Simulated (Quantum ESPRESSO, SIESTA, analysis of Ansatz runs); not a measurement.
# V_N in AlN (F-43m): how far do the levels depend on the basis and the program? (SIESTA and Quantum ESPRESSO), part 2 of 4

We place the charge-transition levels of V_N in AlN (F-43m) with atom-centred orbitals, then repeat the energies at other levels of method to see what holds. Model: a cell of 54 host atoms with 1 N taken out.

SIESTA and Quantum ESPRESSO ; SIESTA numerical-orbital DFT, PBEsol, DZP basis, PseudoDojo 0.4.1 potentials converted to PSML; charged supercells in a uniform background, point-charge correction with alignment at far sites.

So far. Step 2 (Band edges): The gap at this level is 3.14 eV.

The structure was built from a prototype and need not be the compound's stable phase.

### 3. Relaxing each charge state

Level of this step: SIESTA numerical-orbital DFT, PBEsol, DZP basis, PseudoDojo 0.4.1 potentials converted to PSML; relaxation of all atoms of a defect supercell (SIESTA).

Each state starts from the atoms near the defect displaced at random, so that no symmetry of the ideal site is imposed. An odd electron count needs spin polarisation, and the total moment is held fixed to keep the state apart from its neighbours in spin. Basis functions without a nucleus stand at the vacant site, for electrons that may collect there. Charge 0 is shown in full.

The input, defect.fdf:

```
SystemName                      Al27N26
SystemLabel                     defect
NumberOfSpecies                 3
NumberOfAtoms                   54
%block ChemicalSpeciesLabel
  1   13 Al
  2    7 N
  3   -7 N_ghost
%endblock ChemicalSpeciesLabel
LatticeConstant                 1.0 Ang
%block LatticeVectors
     0.000051000     6.588099000     6.588099000
     6.588099000     0.000051000     6.588099000
     6.588099000     6.588099000     0.000051000
%endblock LatticeVectors
AtomicCoordinatesFormat         Fractional
%block AtomicCoordinatesAndAtomicSpecies
     0.000000076     0.000000076     0.000000076  1
     0.083333352     0.083333352     0.083333352  2
     0.000000076     0.000000076     0.333333409  1
     0.083333352     0.083333352     0.416666686  2
     0.000000076     0.000000076     0.666666743  1
     0.076908377     0.085025498     0.751304205  2
     0.000000076     0.333333409     0.000000076  1
     0.083333352     0.416666686     0.083333352  2
     0.000000076     0.333333409     0.333333409  1
     0.087749762     0.418779263     0.415883927  2
     0.004968178     0.335657453     0.662339001  1
     0.080917177     0.411860081     0.754746027  2
     0.000000076     0.666666743     0.000000076  1
     0.080453346     0.754640870     0.078832289  2
    -0.005318954     0.665342325     0.334998945  1
     0.077097308     0.754023553     0.417578261  2
     0.002836066     0.661366337     0.670934294  1
     0.087209720     0.752835252     0.744193409  2
     0.333333409     0.000000076     0.000000076  1
     0.416666686     0.083333352     0.083333352  2
     0.333333409     0.000000076     0.333333409  1
     0.410292958     0.084980965     0.417786155  2
     0.328957998     0.002238152     0.663788105  1
     0.419440750     0.078641084     0.747350290  2
     0.333333409     0.333333409     0.000000076  1
     0.411358413     0.421836707     0.084560938  2
     0.338040944     0.334113935     0.327445256  1
     0.339819498     0.331932191     0.664689780  1
     0.414501787     0.422639366     0.745861041  2
     0.328962288     0.671925434    -0.002729098  1
     0.410555800     0.752987759     0.086691310  2
     0.329083506     0.670706596     0.330032851  1
     0.413941709     0.752604751     0.412069422  2
     0.336813751     0.670668732     0.662065652  1
     0.416666686     0.750000019     0.750000019  2
     0.666666743     0.000000076     0.000000076  1
     0.744872154     0.086692624     0.087255471  2
     0.672926567    -0.003929785     0.332526819  1
     0.750398652     0.077550520     0.421538885  2
     0.670157003    -0.005874470     0.669867106  1
     0.756029475     0.082277921     0.745543008  2
     0.665005583     0.328848910     0.005887668  1
     0.745712500     0.422589477     0.083699160  2
     0.667180274     0.327022070     0.336822380  1
     0.750284429     0.422719277     0.412863049  2
     0.665089355     0.328487874     0.667532436  1
     0.750000019     0.416666686     0.750000019  2
     0.667677928     0.661625122    -0.001378597  1
     0.752972894     0.749767687     0.086703974  2
     0.667880699     0.663416108     0.329688853  1
     0.750000019     0.750000019     0.416666686  2
     0.666666743     0.666666743     0.666666743  1
     0.750000019     0.750000019     0.750000019  2
     0.416666686     0.416666686     0.416666686  3
%endblock AtomicCoordinatesAndAtomicSpecies
%block kgrid.MonkhorstPack
    2   0   0  0.50
    0   2   0  0.50
    0   0   2  0.50
%endblock kgrid.MonkhorstPack
XC.Functional                   GGA
XC.Authors                      PBEsol
PAO.BasisSize                   DZP
PAO.EnergyShift                 0.005 Ry
Mesh.Cutoff                     300 Ry
Spin                            polarized
%block DM.InitSpin
    27   0.200
    28   0.200
    31   0.200
    32   0.200
    44   0.200
%endblock DM.InitSpin
Spin.Fix                        true
Spin.Total                      1.0
OccupationFunction              FD
ElectronicTemperature           0.01 eV
MaxSCFIterations                150
SCF.MustConverge                true
SCF.Mixer.Method                Pulay
SCF.Mixer.Weight                0.1
SCF.Mixer.History               10
SCF.DM.Tolerance                3.0e-4
SCF.H.Tolerance                 3.0e-3 eV
WriteForces                     true
Charge.Mulliken                 end
SaveRho                         true
SaveElectrostaticPotential      true
Charge.Hirshfeld                end
Charge.Voronoi                  end
MD.TypeOfRun                    Broyden
MD.Steps                        90
MD.MaxForceTol                  0.04 eV/Ang
MD.MaxDispl                     0.15 Ang
WriteCoorStep                   true
AtomCoorFormatOut               Fractional
%block Geometry.Constraints
  atom [54]
%endblock Geometry.Constraints
```

On the command line:

```bash
$ OMP_NUM_THREADS=1 siesta defect.fdf > defect.out
```

Output:

```text
Version         : 5.4.2

                           ***********************
                           *  WELCOME TO SIESTA  *
                           ***********************

[...]
reinit: Reading from file defect.fdf

reinit: -----------------------------------------------------------------------
reinit: System Name: Al27N26
reinit: -----------------------------------------------------------------------
reinit: System Label: defect
reinit: -----------------------------------------------------------------------

[...]
initatom: Reading input for the pseudopotentials and atomic orbitals ----------
Species number:   1 Atomic number:   13 Label: Al
Species number:   2 Atomic number:    7 Label: N
Species number:   3 Atomic number:   -7 Label: N_ghost (floating PAOs)

[... pseudopotential checks and orbital generation ...]

prinput: Basis input

PAO.BasisType split

%block ChemicalSpeciesLabel
    1   13 Al                      # Species index, atomic number, species label
    2    7 N                       # Species index, atomic number, species label
    3   -7 N_ghost                 # Species index, atomic number, species label
%endblock ChemicalSpeciesLabel

%block PAO.Basis                 # Define Basis set
# WARNING: This information might be incomplete!
Al                    2                    # Species label, number of l-shells
 n=3   0   2                         # n, l, Nzeta
   6.641      4.635
   1.000      1.000
 n=3   1   2 P   1                   # n, l, Nzeta, Polarization, NzetaPol
   8.738      6.223
   1.000      1.000
N                     2                    # Species label, number of l-shells
 n=2   0   2                         # n, l, Nzeta
   4.265      2.697
   1.000      1.000
 n=2   1   2 P   1                   # n, l, Nzeta, Polarization, NzetaPol
   5.254      3.313
   1.000      1.000
N_ghost               2                    # Species label, number of l-shells
 n=2   0   2                         # n, l, Nzeta
   4.265      2.697
   1.000      1.000
 n=2   1   2 P   1                   # n, l, Nzeta, Polarization, NzetaPol
[...]
%endblock PAO.Basis

prinput: ----------------------------------------------------------------------

coor:   Atomic-coordinates input format  =     Fractional

[...]
siesta: System type = bulk

initatomlists: Number of atoms, orbitals, and projectors:     54   702   694

[... echo of the settings ...]

siesta: k-grid: Number of k-points = 4
siesta: k-points from Monkhorst-Pack grid
siesta: k-cutoff (effective) =     9.317 Ang
siesta: k-point supercell and displacements
siesta: k-grid:     2     0     0      0.500
siesta: k-grid:     0     2     0      0.500
siesta: k-grid:     0     0     2      0.500

diag: Algorithm                                     = D&C
diag: Absolute tolerance                            =  0.100E-15
diag: Orthogonalization factor                      =  0.100E-05

superc: Internal auxiliary supercell:     5 x     5 x     5  =     125
superc: Number of atoms, orbitals, and projectors:   6750  87750  86750

siesta: Constraint (1): pos
  [ 54 ]

                     ====================================
                        Begin Broyden opt. move =      0
                     ====================================

[...]
superc: Internal auxiliary supercell:     5 x     5 x     5  =     125
superc: Number of atoms, orbitals, and projectors:   6750  87750  86750

outcell: Unit cell vectors (Ang):
        0.000051    6.588099    6.588099
        6.588099    0.000051    6.588099
        6.588099    6.588099    0.000051

outcell: Cell vector modules (Ang)   :    9.316979    9.316979    9.316979
outcell: Cell angles (23,13,12) (deg):     59.9995     59.9995     59.9995
outcell: Cell volume (Ang**3)        :    571.8805
[...]
Initializing Density Matrix...

[...]
DM filled with atomic data (user-defined):

InitMesh: MESH = 80 x 80 x 80 = 512000
InitMesh: Mesh cutoff (required, used) =   300.000   305.647 Ry

[...]
iscf     Eharris(eV)        E_KS(eV)     FreeEng(eV)     dDmax     Ef_up Ef_dn(eV) dHmax(eV)
   scf:    1    -8754.233770    -9010.577552    -9010.577776  0.792801 -4.777475 -5.180579  9.414043
[...]
scf:    2    -9071.659199    -9042.736347    -9042.736976  0.021024 -4.787996 -5.216529  6.774955
[...]
scf:    3    -9093.591317    -9079.136538    -9079.138815  0.065343 -4.860163 -5.284060  1.908623
[...]
scf:    4    -9079.277029    -9079.317140    -9079.321890  0.013843 -4.719025 -5.135812  0.463187
[...]
scf:    5    -9079.345179    -9079.377623    -9079.382260  0.006779 -4.756806 -5.163607  0.519275
[...]
scf:    6    -9079.403241    -9079.395612    -9079.400363  0.003613 -4.750464 -5.147132  0.104882
[...]
scf:    7    -9079.401959    -9079.399324    -9079.404048  0.001387 -4.766329 -5.154421  0.094934
[...]
scf:    8    -9079.404244    -9079.401953    -9079.406678  0.002522 -4.781221 -5.152150  0.018744
[...]
scf:    9    -9079.401979    -9079.401993    -9079.406720  0.000344 -4.782010 -5.151764  0.045282
[...]
scf:   10    -9079.402146    -9079.402080    -9079.406805  0.000212 -4.784615 -5.153426  0.018345
[...]
spin moment: {S} , |S| = {        0.0        0.0    1.00000 }     1.00000

[...]
iscf     Eharris(eV)        E_KS(eV)     FreeEng(eV)     dDmax     Ef_up Ef_dn(eV) dHmax(eV)
   scf:    1    -9080.100145    -9080.096144    -9080.097905  0.001868 -4.766588 -5.133374  0.015528
[...]
scf:    2    -9080.095404    -9080.095965    -9080.097752  0.000389 -4.765686 -5.133185  0.043710
[...]
scf:    3    -9080.096299    -9080.096225    -9080.097994  0.000276 -4.766307 -5.133309  0.006084
[...]
scf:    4    -9080.096251    -9080.096239    -9080.098007  0.000078 -4.766295 -5.133288  0.003270
[...]
scf:    5    -9080.096262    -9080.096250    -9080.098013  0.000088 -4.766539 -5.133285  0.001231
     spin moment: {S} , |S| = {        0.0        0.0    1.00000 }     1.00000

SCF Convergence by DM+H criterion
[...]
SCF cycle converged after 5 iterations

[...]
siesta: E_KS(eV) =            -9080.0963

siesta: Atomic forces (eV/Ang):
     1   -0.017007    0.012274    0.002785
     2   -0.002780   -0.000845    0.003210
     3   -0.007170    0.001561    0.002465
     4   -0.001513    0.000994   -0.004804
     5    0.006530   -0.002035   -0.004982
     6   -0.002862   -0.000152    0.002712
     7   -0.004893   -0.012682    0.001568
     8   -0.005568    0.001728   -0.008689
     9   -0.006913   -0.000843   -0.009050
    10    0.008191   -0.015918   -0.017015
[...]
50    0.007607   -0.004464    0.000312
    51    0.013278   -0.007933    0.012451
    52   -0.001417   -0.002821    0.001716
    53    0.001341   -0.013055    0.013979
    54    0.001028    0.001406    0.001071
   Tot   -0.002582    0.000488   -0.003362
   Max    0.025410
   Res    0.009712    sqrt( Sum f_i^2 / 3N )
   Max    0.025410    constrained

Stress tensor Voigt[x,y,z,yz,xz,xy] (kbar):        2.32        1.44        2.62        1.34        1.69        1.58
[...]
outcoor: Relaxed atomic coordinates (fractional):
   -0.00105837    0.00054323   -0.00029127   1       1  Al
    0.08270731    0.08366894    0.08327636   2       2  N
    0.00006041    0.00058470    0.33293469   1       3  Al
    0.08337985    0.08377944    0.41613113   2       4  N
    0.00001195   -0.00003488    0.66657711   1       5  Al
    0.08294614    0.08349802    0.74995133   2       6  N
    0.00003131    0.33323413    0.00048298   1       7  Al
    0.08315107    0.41750287    0.08273114   2       8  N
    0.00041530    0.33347133    0.33247738   1       9  Al
    0.08292395    0.41714916    0.41688377   2      10  N
    0.00004456    0.33283356    0.66670717   1      11  Al
    0.08451019    0.41643247    0.74899697   2      12  N
   -0.00053938    0.66791453   -0.00090445   1      13  Al
    0.08242567    0.75092796    0.08293280   2      14  N
   -0.00046202    0.66710738    0.33249177   1      15  Al
    0.08120676    0.75049856    0.41743875   2      16  N
   -0.00042209    0.66670050    0.66709580   1      17  Al
    0.08329562    0.75020686    0.74933035   2      18  N
    0.33236612    0.00111149   -0.00005842   1      19  Al
    0.41630939    0.08436821    0.08243672   2      20  N
[...]
0.66691763    0.33015556    0.33587805   1      44  Al
    0.74960230    0.41670895    0.41633954   2      45  N
    0.66732134    0.33239583    0.66634106   1      46  Al
    0.75016057    0.41645804    0.74987144   2      47  N
    0.66626114    0.66666308    0.00048137   1      48  Al
    0.74965824    0.75033585    0.08278335   2      49  N
    0.66664625    0.66660933    0.33212546   1      50  Al
    0.74915771    0.74951031    0.41663718   2      51  N
    0.66632672    0.66637285    0.66661762   1      52  Al
    0.74974414    0.74886748    0.75070505   2      53  N
    0.41666669    0.41666669    0.41666669   3      54  N_ghost

[...]
siesta: Final energy (eV):
siesta:  Band Struct. =   -2811.695010
siesta:       Kinetic =    5737.491186
siesta:       Hartree =    2081.094221
[...]
siesta:         Exch. =   -2701.433458
siesta:         Corr. =    -291.436205
[...]
siesta:   Exch.-corr. =   -2992.869663
siesta:  Ion-electron =   -9446.303229
siesta:       Ion-ion =   -4459.508765
[...]
siesta:         Total =   -9080.096250
siesta:      Fermi_up =      -4.766539
siesta:      Fermi_dn =      -5.133285

siesta: Stress tensor (static) (eV/Ang**3):
siesta:     0.001449    0.000984    0.001053
siesta:     0.000985    0.000901    0.000835
siesta:     0.001053    0.000835    0.001634

siesta: Cell volume =        571.880519 Ang**3

siesta: Pressure (static):
siesta:                Solid            Molecule  Units
siesta:          -0.00001447         -0.00001511  Ry/Bohr**3
siesta:          -0.00132828         -0.00138692  eV/Ang**3
siesta:          -2.12813502         -2.22209208  kBar

[...]
mulliken: Qtot =      106.000

[...]
mulliken: Qtot =      105.000

Mulliken Atomic Populations:
Atom #   charge [q] valence [e]      Sz [e]  Species
     1     0.195985    2.804015    0.017440  Al
     2    -0.194017    5.194017   -0.002577  N
     3     0.197240    2.802760    0.034014  Al
     4    -0.193907    5.193907   -0.002407  N
     5     0.198018    2.801982    0.018182  Al
     6    -0.190300    5.190300   -0.001730  N
     7     0.209491    2.790509    0.025993  Al
     8    -0.193835    5.193835   -0.002671  N
     9     0.201151    2.798849    0.027534  Al
    10    -0.191354    5.191354    0.003402  N
    11     0.171660    2.828340    0.019078  Al
    12    -0.199078    5.199078    0.000125  N
    13     0.197654    2.802346    0.017897  Al
    14    -0.192453    5.192453   -0.002024  N
    15     0.180649    2.819351    0.024426  Al
    16    -0.188099    5.188099    0.002295  N
    17     0.171475    2.828525    0.019525  Al
    18    -0.190525    5.190525   -0.001831  N
    19     0.198440    2.801560    0.033537  Al
    20    -0.193845    5.193845   -0.002416  N
[...]
44     0.165576    2.834424    0.132765  Al
    45    -0.192680    5.192680    0.003598  N
    46     0.177185    2.822815    0.025190  Al
    47    -0.195533    5.195533   -0.002461  N
    48     0.170696    2.829304    0.019128  Al
    49    -0.190285    5.190285   -0.001670  N
    50     0.168349    2.831651    0.020901  Al
    51    -0.195808    5.195808   -0.002146  N
    52     0.196916    2.803084    0.014132  Al
    53    -0.194832    5.194832   -0.002527  N
    54     5.077899   -0.077899   -0.011883  N_ghost
 Total     5.000000                1.000000

[...]
Job completed
```

Wall time 71 min (1 MPI rank of Arm Neoverse V2, shared host); peak memory 1.6 GiB.

The steps and moves of this run count from the displaced start.

Step by step:

| step | energy less that of the first step (eV) | largest force (eV/Å) |
| --- | --- | --- |
| 0 | 0.0000 | 1.6664 |
| 1 | -0.5072 | 0.7114 |
| 2 | -0.6407 | 0.2455 |
| 3 | -0.6615 | 0.1463 |
| 4 | -0.6754 | 0.1281 |
| 5 | -0.6831 | 0.1095 |
| 6 | -0.6916 | 0.0528 |
| 7 | -0.6942 | 0.0324 |

The atoms that moved most (Å):

| atom | dx | dy | dz | length |
| --- | --- | --- | --- | --- |
| N12 | -0.008 | -0.014 | 0.054 | 0.056 |
| N49 | -0.022 | -0.048 | -0.018 | 0.056 |
| N22 | -0.005 | 0.027 | 0.045 | 0.053 |
| N31 | -0.046 | 0.008 | 0.025 | 0.053 |
| Al11 | 0.010 | -0.004 | -0.051 | 0.052 |
| Al38 | 0.025 | -0.041 | -0.020 | 0.052 |
| Al48 | 0.045 | 0.003 | 0.024 | 0.051 |
| Al27 | 0.048 | -0.008 | -0.015 | 0.051 |

The atoms nearest to the centre after the run:

```
atom  distance (Å)
Al27         1.890
Al28         1.900
Al44         1.904
Al32         1.911
 N33         3.087
 N22         3.087
 N43         3.091
 N12         3.095
 N29         3.099
 N45         3.101
 N10         3.106
 N24         3.109
 N26         3.113
 N31         3.116
 N39         3.118
 N16         3.118
```

Energies on the run's own zero. States near gap, by row:

```csv
spin,k,band,energy (eV),filled by count
up,0,102,-8.63,1
up,0,103,-8.418,1
up,0,104,-8.416,1
up,0,105,-8.37,1
up,0,106,-4.746,1
up,0,107,-4.365,0
up,0,108,-4.24,0
up,0,109,-4.048,0
up,0,110,-3.997,0
up,1,102,-8.644,1
up,1,103,-8.598,1
up,1,104,-8.455,1
up,1,105,-8.024,1
up,1,106,-5.032,1
up,1,107,-4.697,0
up,1,108,-4.56,0
up,1,109,-4.404,0
up,1,110,-3.675,0
down,0,101,-8.628,1
down,0,102,-8.623,1
down,0,103,-8.412,1
down,0,104,-8.41,1
down,0,105,-8.212,1
down,0,106,-4.532,0
down,0,107,-4.088,0
down,0,108,-4.07,0
down,0,109,-3.926,0
down,1,101,-8.699,1
down,1,102,-8.638,1
down,1,103,-8.589,1
down,1,104,-8.448,1
down,1,105,-7.87,1
down,1,106,-4.836,0
down,1,107,-4.547,0
down,1,108,-4.281,0
down,1,109,-4.262,0
```

Spin density in the ac plane at fractional y = 0.417, through the centre, with atoms of N within 0.45 Å of it.

Values in units of 1e-2 e/Å³, 13 rows by 16 columns, each cell a mean:
```
 0.1  0.0  0.0  0.1  0.2  0.3  0.3  0.2  0.1  0.1  0.1  0.0  0.0  0.2  0.4  0.4
 0.2  0.0  0.0  0.0  0.1  0.2  0.3  0.2  0.1  0.1  0.0  0.0  0.0  0.1  0.2  0.3
-0.2 -0.1  0.1  0.0  0.0  0.1  0.3  0.2  0.1  0.1  0.0 -0.1  0.0  0.0  0.1  0.1
 0.0  0.5  0.5  0.0  0.1  0.1  0.9  0.7  0.1  0.0  0.0  0.0 -0.1  0.0  0.0  0.0
 0.0  0.1  0.1  0.2  0.5  0.5  0.3  0.2  0.1  0.1  0.1  0.0  0.0  0.0  0.1  0.1
 0.0  0.0  0.1  0.5  1.0  1.4  1.4  0.9  0.4  0.1  0.1  0.0  0.0  0.1  0.1  0.1
 0.1  0.3  0.1  0.5  0.9  0.7  0.7  1.2  1.1  0.4  0.1  0.4  0.1  0.1  0.2  0.1
 0.3  0.7  0.8  0.3  1.2  1.0  0.1  0.3  1.3  1.0  0.2  1.1  0.5  0.3  0.3  0.3
 0.2  0.1  0.3  0.2  1.1  2.0  1.3  0.6  1.1  1.2  0.4  0.1  0.2  0.1  0.2  0.3
 0.1  0.0  0.0  0.1  0.3  0.8  1.2  0.9  0.9  0.9  0.4  0.1  0.0  0.0  0.1  0.2
 0.0  0.0  0.0  0.0  0.1  0.2  0.3  0.2  0.3  0.3  0.1  0.1  0.1  0.0  0.0  0.0
 0.0 -0.1  0.0  0.0  0.0  0.2  1.0  0.6  0.1  0.0  0.1  0.7  0.2  0.0  0.0  0.0
 0.0  0.0 -0.1  0.0  0.1  0.2  0.3  0.2  0.0  0.0  0.0  0.1 -0.2  0.0  0.2  0.1
```
Columns run along a (9.3 Å), rows up along c (9.3 Å). Atoms in or near the plane, at fractional coordinates: N at (0.08, 0.08), N at (0.08, 0.42), N at (0.08, 0.75), N at (0.42, 0.08), N at (0.42, 0.75), N at (0.75, 0.08), N at (0.75, 0.42), N at (0.75, 0.75).

[end of part 2 of 4]

[Logs are printed without paths, hosts, clocks, repeated set-up lines and the standing remarks that a program may print on its own settings, such as how far it seeks lower states.]

[Hosts, paths, dates, database ids (printed as entryN), source tags and the programs' standing remarks are cut or masked in the printed files.]

[For some hosts the program warned that the k-mesh of the response run may be too coarse for force constants and the static dielectric constant; such warnings are not shown here.]

[Charge tables in the logs are Mulliken or Hirshfeld populations, whose sizes and signs can differ; where basis functions stand at a vacancy, SIESTA counts their charge against the missing atom's valence.]

[In relaxation paths of CP2K, step 0 can be the structure after the first move, since the trajectory file begins there, and the last row can be the final structure solved once more.]
